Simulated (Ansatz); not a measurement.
# NaH (Fm-3m) at temperature and pressure

How does compression alter the response of NaH to heat?

Program: Ansatz 0.2.0. Level of theory: DFT LDA, scalar-relativistic, plane waves, PAW. Results are calculated unless marked as measured.

**1. Starting point**

The structure is cubic, space group Fm-3m (No. 225). The conventional cell has a = 4.880 Å, b = 4.880 Å, c = 4.880 Å, α = 90.00°, β = 90.00°, γ = 90.00°. Na has 6 H at 2.44 Å nearest. Nearest to H lie 6 Na at 2.44 Å. Farther neighbours are not listed.

**2. Probe on a coarse mesh**

Before spending time, one coarse run tells the gap and the pressure of the starting cell.

Contents of input.yaml:

```yaml
crystal:
  lattice:
    - [0.0, 2.44, 2.44]
    - [2.44, 0.0, 2.44]
    - [2.44, 2.44, 0.0]
  atoms:
    - { symbol: Na, position: [0.0, 0.0, 0.0] }
    - { symbol: H, position: [0.5, 0.5, 0.5] }
kpoints:
  mp_grid: { grid: [6, 6, 6] }
hamiltonian:
  xc: lda
scf:
  occupations: { method: gaussian, width: 0.1 }
output:
  forces: true
  stress: true
  eigenvalues: true
```

Started as:

```console
$ ansatz run input.yaml --threads 4 --pin off --max-ram 8192MiB --backend cpu --events-out ev --progress --plain --runs-dir out
```

Numbers of over 12 decimals in the logs are rounded to 6 here.

Log:

```text
Engine: ansatz 0.2.0, aarch64-unknown-linux-gnu
Pseudopotentials: kind: paw
Pseudopotential: Na, paw, valence charge 9, recommended cutoff 420 eV (normal), Na.paw.azcp
Pseudopotential: H, paw, valence charge 1, recommended cutoff 420 eV (normal), H.paw.azcp
Functional definition: SPW92
  exchange = slater_x
  correlation = pw_c
Crystal: 2 atoms, lattice volume = 29.054 Å³
Basis set: ecut = 420 eV, 537 PW (Γ)
Bands: 9, of which v1, the nominal top of the filled ones, is band 5 counted from 1 (4 counted from 0)
Symmetry: 48 space group operations
Space group: Fm-3m (ITA 225), of the structure as read, at distance tolerance 3.1e-5 Å
k-points: 16 of 216
Non-local potential: Na, projectors of the file, l = 0: 3, l = 1: 2, l = 2: 1
Non-local potential: H, projectors of the file, l = 0: 2, l = 1: 1
PAW form: soft (Blöchl's): semilocal exchange-correlation on the pseudo side does not see the compensation charge
PAW frozen core: Na, regenerated for the run's functional, and the local potential with it (the file was generated under x = pbe(κ = 0.804, μ = 0.219515), c = pbe(β = 0.066725))
PAW one-centre angular grid: Na, 110 points (default); XC on 64 Gauss nodes
PAW one-centre angular grid: H, 110 points (default); XC on 64 Gauss nodes
Initial density: superposition of atomic densities (neutral atoms: chi_scale 0, normalization atom), corrected by the library's trained network
Initial wavefunctions: pseudopotential atomic-orbital guess
Functional: x = slater, c = lda
SCF iter   1: F=—  HF=-1482.672184 eV  |F-HF|=—  |Δ(HF+E_count)|=         —  Δρ=1.17e-2  dr2=3.17e-2  ethr=1.77e-3  ⟨swp⟩=5.0  Hψ=910  notcnv=0
preconditioner: auto → none  [insulator: Δε(μ)=3.238 eV  Ē_g=10.582 eV  σ=0.100 eV  W_gap=1.00  n_scr=8 (ndim 8)  ℏωp=9.7 eV  f_vac=0.000  D(μ)=0.00/eV (n_scr^D=0)  ε∞_Penn≈1.8]
SCF iter   2: F=—  HF=-1482.658446 eV  |F-HF|=—  |Δ(HF+E_count)|=   1.37e-2  Δρ=2.79e-3  dr2=2.03e-3  ethr=3.17e-4  ⟨swp⟩=1.2  Hψ=275  notcnv=0
SCF iter   3: F=—  HF=-1482.657666 eV  |F-HF|=—  |Δ(HF+E_count)|=   7.80e-4  Δρ=1.13e-4  dr2=1.70e-6  ethr=2.03e-5  ⟨swp⟩=1.9  Hψ=159  notcnv=0
SCF iter   4: F=—  HF=-1482.657664 eV  |F-HF|=—  |Δ(HF+E_count)|=   1.80e-6  Δρ=4.73e-5  dr2=1.86e-7  ethr=1.70e-8  ⟨swp⟩=2.1  Hψ=222  notcnv=0
iter 5 did not close the SCF: its close was put off for the readings that it lacked (scf_convergence_deferred on its scf_iter line)
SCF iter   5: F=-1482.657664 eV  HF=-1482.657664 eV  |F-HF|=2.12e-9  |Δ(HF+E_count)|=   3.76e-7  Δρ=6.96e-6  dr2=6.71e-9  ethr=1.86e-9  ⟨swp⟩=3.0  Hψ=209  notcnv=0
SCF iter   6: F=-1482.657664 eV  HF=-1482.657664 eV  |F-HF|=4.96e-11  |Δ(HF+E_count)|=  1.59e-10  Δρ=1.34e-6  dr2=1.31e-10  ethr=6.71e-11  ⟨swp⟩=1.7  Hψ=446  notcnv=0
SCF 1 converged in 6 iterations: F = -1482.657664 eV  dr2 = 1.31e-10
  greatest PAW one-centre occupation: 0.999 electrons in one spin orbital (limit 2), on the Na atom at site 0 (counted from 0), in its partial waves of l = 0
SCF converged after 6 iterations
Free energy (F): -1482.657664 eV
Harris-Foulkes:  -1482.657664 eV  (|F-HF|=4.96e-11)
Internal energy: -1482.657664 eV  (E = F + TS)
E sigma→0 (E₀):  -1482.657664 eV
Fermi energy:    2.229093 eV
--- Per-component energies (eV) ---
  E_band       = -229.918509
  E_kinetic    = 133.092591
  E_local      = -1337.629200  (includes V_loc(G=0)·N_el)
  E_nonlocal   = 117.883711
  E_hartree    = 479.085633
  E_xc         = -46.610241
  E_vxc        = -60.685256  (∫ρ·V_xc dr)
  E_paw        = -245.000693  (= ΣΔE_a)
  E_vpaw       = -40.750770  (= ΣTr[D̂ρ^β])
  E_aug_tail   = -0.001129  (compensation charges beyond the density's cutoff)
  E_ewald      = -583.619228
  E_core_change = 0.140890  (= ΣΔE_core)
  E_smearing   = -0.000000  (= −TS)
  E_closure    = 0.000000  (closes the sum)
  Σ components = -1482.657664   (vs F -1482.657664, Δ=0.00e0)
--- Forces (eV/Å), atoms counted from 1 ---
  atom   1  Na    -0.00000000     0.00000000     0.00000000
  atom   2  H      0.00000000     0.00000000    -0.00000000
  max |Σ_I F_I| component: 1.23e-30 eV/Å
--- Stress (GPa, compression-positive) ---
       -2.611365      -0.000000      -0.000000
       -0.000000      -2.611365       0.000000
        0.000000       0.000000      -2.611365
  P = ⅓ Tr σ = -2.6114 GPa (-26.114 kbar)
--- Band table (eV; the first three rows and the last of 16) ---
  k-point 0: bands = ["-49.2135", "-21.6840", "-21.6840", "-21.6840", "-3.1283", "10.6992", "15.5479", "15.5479", "15.5479"]
  k-point 1: bands = ["-49.2119", "-21.7062", "-21.6867", "-21.6867", "-2.6594", "9.1126", "12.4234", "14.5003", "14.5003"]
  k-point 2: bands = ["-49.2087", "-21.7502", "-21.6921", "-21.6921", "-1.3942", "5.7967", "11.2388", "13.7143", "13.7143"]
  k-point 15: bands = ["-49.2050", "-21.7505", "-21.7262", "-21.7154", "0.5212", "5.4227", "7.2671", "8.7372", "14.9543"]
```

Elapsed: 0.21 s, on 4 threads of Arm Neoverse V2, shared host; peak memory 0.23 GiB.

A gap read on the k-mesh alone can miss the band edges.

Numbers from this step:

```
pressure          : -2.611 GPa
gap on the k-mesh : 3.413 eV
volume per atom   : 14.53 Å³
```

The start is under -2.6 GPa at this level and looks like an insulator or semiconductor on this mesh.

**3. Relaxation**

The vibrations must be taken about the equilibrium of this functional, not about the starting cell, so the structure is relaxed.

input.yaml, the sections that differ from step 2:

```yaml
kpoints:
  mp_grid: { grid: [8, 8, 8] }
scf:
  occupations: { method: gaussian, width: 0.02 }
relax:
  adjacent_minimum: "off"
  f_tol: 0.005
  max_steps: 80
  cell: { stress_tol: 0.05 }
# crystal, hamiltonian, output: as in step 2
```

Log:

```text
[...]
Crystal: 2 atoms, lattice volume = 29.054 Å³
Basis set: ecut = 420 eV, 537 PW (Γ)
Bands: 9, of which v1, the nominal top of the filled ones, is band 5 counted from 1 (4 counted from 0)
Symmetry: 48 space group operations
[...]
k-points: 29 of 512
[...]
SCF iter   1: F=—  HF=-1482.672146 eV  |F-HF|=—  |Δ(HF+E_count)|=         —  Δρ=1.17e-2  dr2=3.16e-2  ethr=1.77e-3  ⟨swp⟩=6.0  Hψ=1738  notcnv=0
[...]
SCF iter   6: F=-1482.657612 eV  HF=-1482.657612 eV  |F-HF|=5.00e-11  |Δ(HF+E_count)|=   1.23e-9  Δρ=1.23e-6  dr2=1.09e-10  ethr=6.82e-11  ⟨swp⟩=1.5  Hψ=827  notcnv=0
SCF 1 converged in 6 iterations: F = -1482.657612 eV  dr2 = 1.09e-10
[...]
relax step   1: F+E_penalty+E_count = -1482.65761162 eV  Δ(F+E_penalty+E_count) = +0.000e0 eV  max|allowed force component| = 7.416e-31 eV/Å  Δτ_max = 0.0000 Å  P = -2.611 GPa  Ω = 29.054 Å³  (6 SCF iters, dr2 threshold 1.00e-7 eV, accepted)
Crystal: 2 atoms, lattice volume = 26.283 Å³
Basis set: ecut = 420 eV, 531 PW (Γ)
[...]
iter 1 solved again at ethr=9.49e-5 eV; its pass at ethr=3.10e-3 eV (dr2=9.49e-3 eV) is discarded
[...]
SCF iter   5: F=-1482.686900 eV  HF=-1482.686900 eV  |F-HF|=3.78e-10  |Δ(HF+E_count)|=   2.82e-7  Δρ=2.35e-6  dr2=7.90e-10  ethr=2.00e-9  ⟨swp⟩=4.9  Hψ=1156  notcnv=0
SCF 2 converged in 5 iterations: F = -1482.686900 eV  dr2 = 7.90e-10
relax step   2: F+E_penalty+E_count = -1482.68690017 eV  Δ(F+E_penalty+E_count) = -2.929e-2 eV  max|allowed force component| = 1.759e-30 eV/Å  Δτ_max = 0.0000 Å  P = -0.486 GPa  Ω = 26.283 Å³  energy of the carried Pulay correction = +9.872e-4 eV  (5 SCF iters, dr2 threshold 2.00e-7 eV, accepted)
Crystal: 2 atoms, lattice volume = 25.723 Å³
[...]
SCF iter   4: F=-1482.687821 eV  HF=-1482.687821 eV  |F-HF|=1.26e-8  |Δ(HF+E_count)|=   9.85e-8  Δρ=1.51e-5  dr2=2.62e-8  ethr=2.00e-9  ⟨swp⟩=5.0  Hψ=1170  notcnv=0
SCF 3 converged in 4 iterations: F = -1482.687821 eV  dr2 = 2.62e-8
relax step   3: F+E_penalty+E_count = -1482.68782125 eV  Δ(F+E_penalty+E_count) = -9.211e-4 eV  max|allowed force component| = 2.876e-31 eV/Å  Δτ_max = 0.0000 Å  P = +0.090 GPa  Ω = 25.723 Å³  energy of the carried Pulay correction = +1.199e-3 eV  (4 SCF iters, dr2 threshold 2.00e-7 eV, accepted)
[...]
relax step   4: F+E_penalty+E_count = -1482.68781190 eV  Δ(F+E_penalty+E_count) = +9.343e-6 eV  max|allowed force component| = 4.273e-31 eV/Å  Δτ_max = 0.0000 Å  P = -0.002 GPa  Ω = 25.809 Å³  energy of the carried Pulay correction = +1.166e-3 eV  (3 SCF iters, dr2 threshold 2.02e-8 eV, accepted)
[...]
SCF iter   4: F=-1482.686920 eV  HF=-1482.686920 eV  |F-HF|=2.27e-12  |Δ(HF+E_count)|=   4.89e-9  Δρ=3.88e-7  dr2=9.68e-12  ethr=1.00e-12  ⟨swp⟩=4.6  Hψ=1108  notcnv=0
SCF 5 converged in 4 iterations: F = -1482.686920 eV  dr2 = 9.68e-12
relax step   5: F+E_penalty+E_count = -1482.68691955 eV  Δ(F+E_penalty+E_count) = +8.924e-4 eV  max|allowed force component| = 2.835e-31 eV/Å  Δτ_max = 0.0000 Å  P = -0.025 GPa  Ω = 25.809 Å³  stress off target by 2.51e-2 GPa  SCF on the basis re-selected at this cell (its energy is not comparable with the rows above)  (4 SCF iters)
basis re-selected at this cell: Δ(F+E_penalty+E_count) = +8.924e-4 eV, ΔP = -0.023 GPa vs the last step (what re-selecting the basis moved, of the pressure what is left beyond the Pulay correction that the steps carried, after the strain that the cell walked since its last selection, with what the two solves' SCF thresholds leave and, on support functions, any second-order correction that the steps lacked; it is no m [...]
SCF converged after 4 iterations
Free energy (F): -1482.686920 eV
[...]
Internal energy: -1482.686920 eV  (E = F + TS)
E sigma→0 (E₀):  -1482.686920 eV
Fermi energy:    2.966048 eV
[...]
--- Stress (GPa, compression-positive) ---
       -0.025051       0.000000       0.000000
        0.000000      -0.025051       0.000000
        0.000000       0.000000      -0.025051
  P = ⅓ Tr σ = -0.0251 GPa (-0.251 kbar)
--- Band table (eV; the first three rows and the last of 29) ---
[...]
--- Relaxed structure (4 steps of the walk, 4 accepted, 1 SCFs on fresh bases) ---
  F+E_penalty+E_count = -1482.68691955 eV   max|allowed force component| = 2.835e-31 eV/Å   (the final SCF, on the basis selected at the relaxed cell)
  cell:  # Å, volume = 25.8086 Å³
    - [0, 2.345551, 2.345551]
    - [2.345551, 0, 2.345551]
    - [2.345551, 2.345551, 0]
  atoms:
    - { symbol: Na, position: [0, 0, 0] }
    - { symbol: H, position: [0.5, 0.5, 0.5] }
```

It took 0.99 s on 4 threads; peak memory 0.26 GiB.

Relaxation path:

| step | energy less that of the first step (eV) | largest force component (eV/Å) | pressure (GPa) | volume (Å³) |
| --- | --- | --- | --- | --- |
| 1 | 0.0000 | 0.0000 | -2.61 | 29.05 |
| 2 | -0.0293 | 0.0000 | -0.49 | 26.28 |
| 3 | -0.0302 | 0.0000 | 0.09 | 25.72 |
| 4 | -0.0302 | 0.0000 | 0.00 | 25.81 |
| 5* | -0.0293 | 0.0000 | -0.03 | 25.81 |

Relaxation steps marked * repeat the geometry before them on a plane-wave basis chosen anew for their cell, so energy and pressure can jump there.

The run keeps the 48 symmetry operations that it works with, so distortions that break them were not tested.

| conventional cell, symmetrised | before | after | change |
| --- | --- | --- | --- |
| a (Å) | 4.880 | 4.691 | -3.9 % |
| b (Å) | 4.880 | 4.691 | -3.9 % |
| c (Å) | 4.880 | 4.691 | -3.9 % |
| volume (Å³/atom) | 14.53 | 12.90 | -11.2 % |

Final coordinates:

```xyz
2
Lattice="0.0000 2.3456 2.3456 2.3456 0.0000 2.3456 2.3456 2.3456 0.0000" Properties=species:S:1:pos:R:3 pbc="T T T"
Na    0.0000    0.0000    0.0000
H     2.3456    2.3456    2.3456
```

This step gave:

```
pressure          : -0.02505 GPa
gap on the k-mesh : 3.547 eV
volume per atom   : 12.90 Å³
```

The relaxation ends with a pressure of -0.03 GPa.

**4. A second relaxation**

The relaxation is run once more from where the first one ended, as the script does after a large change of volume or of the gap, with mesh and occupations reviewed.

Edit input.yaml of step 3 so:

```diff
@@ -2,5 +2,5 @@
   lattice:
-    - [0.0, 2.44, 2.44]
-    - [2.44, 0.0, 2.44]
-    - [2.44, 2.44, 0.0]
+    - [0.0, 2.3455511668, 2.3455511668]
+    - [2.3455511668, 0.0, 2.3455511668]
+    - [2.3455511668, 2.3455511668, 0.0]
   atoms:
```

Log:

```text
[...]
Crystal: 2 atoms, lattice volume = 25.809 Å³
Basis set: ecut = 420 eV, 531 PW (Γ)
Bands: 9, of which v1, the nominal top of the filled ones, is band 5 counted from 1 (4 counted from 0)
Symmetry: 48 space group operations
[...]
k-points: 29 of 512
[...]
P = ⅓ Tr σ = -0.0250 GPa (-0.250 kbar)
--- Band table (eV; the first three rows and the last of 29) ---
[...]
--- Relaxed structure (1 steps of the walk, 1 accepted, 1 SCFs on fresh bases) ---
[...]
cell:  # Å, volume = 25.8086 Å³
    - [0.0, 2.3455511668, 2.3455511668]
    - [2.3455511668, 0.0, 2.3455511668]
    - [2.3455511668, 2.3455511668, 0.0]
  atoms:
    - { symbol: Na, position: [0.0, 0.0, 0.0] }
    - { symbol: H, position: [0.5, 0.5, 0.5] }
[key lines of the parts left out:]
SCF converged after 3 iterations
Free energy (F): -1482.686920 eV
Fermi energy:    2.966049 eV
```

It took 0.45 s on 4 threads; peak memory 0.26 GiB; 1.2 s of CPU time.

Little changed from the start: no atom moved by 0.005 Å and no cell edge by 0.1 %.

This step gave:

* pressure: -0.02504 GPa

**5. Tight relaxation**

The relaxation is repeated with tighter thresholds on force and stress, since phonons are sensitive to what is left; a change of mesh or smearing in the input moves the cell too.

input.yaml, the sections that differ from step 4:

```yaml
scf:
  occupations: { method: fixed }
output:
  forces: true
  stress: true
  eigenvalues: true
  write_density: true
  write_potential: true
  elf: true
  volumetric_format: npy
relax:
  adjacent_minimum: "off"
  f_tol: 0.001
  max_steps: 60
  cell: { stress_tol: 0.01 }
# crystal, kpoints, hamiltonian: as in step 4
```

Log:

```text
[...]
Crystal: 2 atoms, lattice volume = 25.809 Å³
Basis set: ecut = 420 eV, 531 PW (Γ)
Bands: 9, of which v1, the nominal top of the filled ones, is band 5 counted from 1 (4 counted from 0)
Symmetry: 48 space group operations
[...]
k-points: 29 of 512
[...]
SCF iter   1: F=—  HF=-1482.701234 eV  |F-HF|=—  |Δ(HF+E_count)|=         —  Δρ=1.25e-2  dr2=3.09e-2  ethr=1.77e-3  ⟨swp⟩=4.4  Hψ=1483  notcnv=0  defer=52
[...]
SCF iter   6: F=-1482.686920 eV  HF=-1482.686920 eV  |F-HF|=1.50e-11  |Δ(HF+E_count)|=   1.96e-9  Δρ=9.37e-7  dr2=6.29e-11  ethr=7.55e-11  ⟨swp⟩=5.9  Hψ=1558  notcnv=0
SCF 1 converged in 6 iterations: F = -1482.686920 eV  dr2 = 6.29e-11
[...]
relax step   1: F+E_penalty+E_count = -1482.68691955 eV  Δ(F+E_penalty+E_count) = +0.000e0 eV  max|allowed force component| = 7.426e-31 eV/Å  Δτ_max = 0.0000 Å  P = -0.025 GPa  Ω = 25.809 Å³  (6 SCF iters, dr2 threshold 1.00e-7 eV, accepted)
Crystal: 2 atoms, lattice volume = 25.786 Å³
[...]
SCF iter   3: F=-1482.686930 eV  HF=-1482.686930 eV  |F-HF|=7.28e-11  |Δ(HF+E_count)|=   1.74e-8  Δρ=1.97e-6  dr2=7.15e-10  ethr=1.57e-11  ⟨swp⟩=6.0  Hψ=1706  notcnv=0
SCF 2 converged in 3 iterations: F = -1482.686930 eV  dr2 = 7.15e-10
relax step   2: F+E_penalty+E_count = -1482.68693022 eV  Δ(F+E_penalty+E_count) = -1.067e-5 eV  max|allowed force component| = 2.630e-31 eV/Å  Δτ_max = 0.0000 Å  P = -0.001 GPa  Ω = 25.786 Å³  energy of the carried Pulay correction = +8.840e-6 eV  (3 SCF iters, dr2 threshold 1.57e-9 eV, accepted)
[...]
SCF iter   4: F=-1482.686919 eV  HF=-1482.686919 eV  |F-HF|=2.27e-13  |Δ(HF+E_count)|=  5.68e-12  Δρ=5.36e-8  dr2=4.09e-13  ethr=1.00e-12  ⟨swp⟩=5.4  Hψ=1468  notcnv=0
SCF 3 converged in 4 iterations: F = -1482.686919 eV  dr2 = 4.09e-13
relax step   3: F+E_penalty+E_count = -1482.68691867 eV  Δ(F+E_penalty+E_count) = +1.154e-5 eV  max|allowed force component| = 2.054e-31 eV/Å  Δτ_max = 0.0000 Å  P = -0.001 GPa  Ω = 25.786 Å³  stress off target by 1.35e-3 GPa  SCF on the basis re-selected at this cell (its energy is not comparable with the rows above)  (4 SCF iters)
[...]
SCF converged after 4 iterations
Free energy (F): -1482.686919 eV
[...]
Internal energy: -1482.686919 eV  (E = F + TS)
E sigma→0 (E₀):  -1482.686919 eV
Fermi energy:    1.197469 eV
[...]
--- Stress (GPa, compression-positive) ---
       -0.001347       0.000000       0.000000
        0.000000      -0.001347       0.000000
        0.000000       0.000000      -0.001347
  P = ⅓ Tr σ = -0.0013 GPa (-0.013 kbar)
--- Band table (eV; the first three rows and the last of 29) ---
[...]
--- Relaxed structure (2 steps of the walk, 2 accepted, 1 SCFs on fresh bases) ---
[...]
cell:  # Å, volume = 25.7863 Å³
    - [0, 2.344873, 2.344873]
    - [2.344873, 0, 2.344873]
    - [2.344873, 2.344873, 0]
  atoms:
    - { symbol: Na, position: [0, 0, 0] }
    - { symbol: H, position: [0.5, 0.5, 0.5] }
```

It took 0.59 s on 4 threads; peak memory 0.26 GiB.

Little changed from the start: no atom moved by 0.005 Å and no cell edge by 0.1 %.

This step gave:

```yaml
pressure: -0.001347 GPa
gap_on_the_k_mesh: 3.548 eV
volume_per_atom: 12.89 Å³
```

Valence density in the ac plane of the conventional cell at fractional y = 0.000, with atoms of Na and H within 0.2 Å of it. It is the smooth field of the valence electrons, not physical close to the nuclei.

Ten steps, logarithmic in the rise over the least value, from '_' (0 e/Å³) to '@' (18 e/Å³), each cell a mean:
```
@@##::____..----::..__..++%%
++--______........______..==
..__________________________
______________..____________
....______..==++--______....
--::..__..++%%@@##::____..--
==::..__..++@@@@%%--____::--
::::..____--####++..____..::
..__________::::..________..
____________________________
::..________....__________::
##++..____..::::::..____--##
@@%%--____::--==::..__..++@@
```
Columns run along a (4.7 Å), rows up along c (4.7 Å), edges of the conventional cell, whose origin can differ from the input's. Atoms in or near the plane, at fractional coordinates: Na at (0.00, 0.00), Na at (0.50, 0.50), H at (0.50, 0.00), H at (0.00, 0.50).

Electrostatic potential energy in the ac plane of the conventional cell at fractional y = 0.000, with atoms of Na and H within 0.2 Å of it. With pseudopotentials it is smooth inside the atoms' cores, unlike the true potential.

Values in eV, 13 rows by 14 columns, each cell a mean:
```
-60 -37  -6   3   5   4 -13 -25  -1   5   4   0 -18 -53
-20  -9   0   4   5   5   4   3   5   5   5   2  -3 -16
  0   2   3   4   5   5   5   4   5   5   5   4   3   1
  4   5   5   5   4   3   1   1   2   3   4   5   5   4
  3   5   5   5   2  -3 -15 -19  -8   0   4   5   5   4
-23  -1   5   4   0 -17 -52 -59 -36  -5   3   5   4 -13
-43  -7   5   4  -1 -23 -62 -64 -47  -8   2   5   3 -26
 -5   3   5   4   1 -10 -35 -43 -22  -3   3   5   5  -1
  5   5   5   5   3   0  -4  -6  -2   2   4   5   5   5
  3   4   4   5   5   4   3   3   4   4   5   5   4   3
 -5  -2   2   4   5   5   5   5   5   5   5   3   0  -4
-42 -21  -2   3   5   5  -1  -5   3   5   4   1  -9 -33
-63 -46  -8   2   5   3 -25 -42  -6   5   4  -1 -23 -61
```
Columns run along a (4.7 Å; values clipped at the 3rd and 97th percentile), rows up along c (4.7 Å), edges of the conventional cell, whose origin can differ from the input's. Atoms in or near the plane, at fractional coordinates: Na at (0.00, 0.00), Na at (0.50, 0.50), H at (0.50, 0.00), H at (0.00, 0.50).

ELF in the ac plane of the conventional cell at fractional y = 0.000, with atoms of Na and H within 0.2 Å of it. It is the smooth field of the valence electrons, not physical close to the nuclei.

Values, 13 rows by 14 columns, each cell a mean:
```
0.44 0.58 0.30 0.06 0.66 0.99 1.00 1.00 1.00 0.93 0.27 0.11 0.51 0.50
0.50 0.38 0.09 0.07 0.55 0.92 0.97 0.98 0.96 0.82 0.23 0.04 0.25 0.47
0.11 0.07 0.04 0.07 0.24 0.45 0.51 0.51 0.49 0.35 0.11 0.04 0.06 0.10
0.49 0.46 0.35 0.13 0.05 0.05 0.09 0.11 0.08 0.05 0.06 0.21 0.42 0.48
0.97 0.95 0.80 0.24 0.03 0.22 0.46 0.48 0.37 0.11 0.06 0.53 0.92 0.97
1.00 1.00 0.92 0.27 0.10 0.51 0.52 0.44 0.56 0.30 0.07 0.65 0.99 1.00
1.00 1.00 0.93 0.27 0.13 0.54 0.42 0.30 0.56 0.36 0.07 0.67 0.99 1.00
1.00 1.00 0.89 0.26 0.07 0.41 0.55 0.55 0.54 0.19 0.07 0.62 0.98 1.00
0.84 0.81 0.63 0.17 0.03 0.10 0.25 0.29 0.17 0.04 0.07 0.42 0.76 0.84
0.19 0.18 0.13 0.07 0.09 0.15 0.16 0.17 0.16 0.14 0.08 0.11 0.17 0.18
0.27 0.17 0.05 0.06 0.38 0.74 0.82 0.82 0.79 0.62 0.19 0.03 0.08 0.23
0.54 0.52 0.20 0.07 0.61 0.98 1.00 1.00 0.99 0.89 0.26 0.06 0.39 0.57
0.30 0.55 0.35 0.07 0.66 0.99 1.00 1.00 1.00 0.93 0.27 0.13 0.55 0.44
```
Columns run along a (4.7 Å), rows up along c (4.7 Å), edges of the conventional cell, whose origin can differ from the input's. Atoms in or near the plane, at fractional coordinates: Na at (0.00, 0.00), Na at (0.50, 0.50), H at (0.50, 0.00), H at (0.00, 0.50).

The residual pressure is -0.0013 GPa, small enough for phonons.

(Continued in part 2 of 3.)

[Logs are printed without paths, hosts, clocks, repeated set-up lines and the standing remarks that a program may print on its own settings, such as how far it seeks lower states.]

[Hosts, paths, dates, database ids (printed as entryN), source tags and the programs' standing remarks are cut or masked in the printed files.]

[A step with changed settings may run another functional than the one named; its input shows which.]
